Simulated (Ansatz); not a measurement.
# SrTiO3: the cost of one run

Program: Ansatz 0.2.0. Level of theory: DFT PBE, scalar-relativistic. These are calculated values, not measurements.

## 1. The system as given

It takes space group Pm-3m (No. 221, cubic). Conventional cell: a = 3.905 Å, b = 3.905 Å, c = 3.905 Å, α = 90.00°, β = 90.00°, γ = 90.00°. Around Sr (site symmetry m-3m) lie 12 O at 2.76 Å. Ti (site symmetry m-3m) has 6 O at 1.95 Å as nearest neighbours. Around O (site symmetry 4/mmm) lie 2 Ti at 1.95 Å and 4 Sr at 2.76 Å.

As a file:

```cif
data_structure
_symmetry_space_group_name_H-M 'Pm-3m'
_symmetry_Int_Tables_number 221
_cell_length_a 3.9050
_cell_length_b 3.9050
_cell_length_c 3.9050
_cell_angle_alpha 90.000
_cell_angle_beta 90.000
_cell_angle_gamma 90.000
_cell_volume 59.55
loop_
_atom_site_label
_atom_site_type_symbol
_atom_site_symmetry_multiplicity
_atom_site_Wyckoff_symbol
_atom_site_fract_x
_atom_site_fract_y
_atom_site_fract_z
_atom_site_occupancy
Sr1 Sr 1 a 0.00000 0.00000 0.00000 1
Ti1 Ti 1 b 0.50000 0.50000 0.50000 1
O1 O 3 c 0.00000 0.50000 0.50000 1
```

The file gives the conventional cell by its symmetry; the runs use the cell typed in the input.

Atoms are numbered in the order of the input: Sr1, Ti2, O3, O4, O5.

## 2. The deformed structure

Space group Pm-3m before, P4/mmm after.

## 3. All-electron LAPW

input.yaml

```yaml
crystal:
  lattice:
    - [3.8269, 0.0, 0.0]
    - [0.0, 3.8269, 0.0]
    - [0.0, 0.0, 3.905]
  atoms:
    - { symbol: Sr, position: [0.0, 0.0, 0.0] }
    - { symbol: Ti, position: [0.5, 0.5, 0.5] }
    - { symbol: O, position: [0.0, 0.5, 0.5] }
    - { symbol: O, position: [0.5, 0.0, 0.5] }
    - { symbol: O, position: [0.5, 0.5, 0.0] }
kpoints:
  mp_grid: { grid: [7, 7, 7] }
  band_path:
    path:
      - [0.0, 0.0, 0.0]
      - [0.0, 0.5, 0.0]
      - [0.5, 0.5, 0.0]
      - [0.0, 0.0, 0.0]
      - [0.0, 0.0, 0.5]
      - [0.0, 0.5, 0.5]
      - [0.5, 0.5, 0.5]
      - [0.0, 0.0, 0.5]
      - [0.0, 0.5, 0.0]
    npoints: 5
scf:
  occupations: { method: fermi_dirac, width: 0.05 }
hamiltonian:
  xc: pbe
  pseudopotentials: { kind: all_electron, lapw: { basis_error: 0.001 } }
output:
  forces: true
  stress: true
  eigenvalues: true
```

Started as:

```sh
$ ansatz run input.yaml --threads 2 --pin off --max-ram 6144MiB --backend cpu --events-out ev --progress --plain --runs-dir out
```

**Question.** How long does this run take on 2 threads of Arm Neoverse V1, shared host, and how much memory does it need?

About 42 s, with a peak of 0.62 GiB.
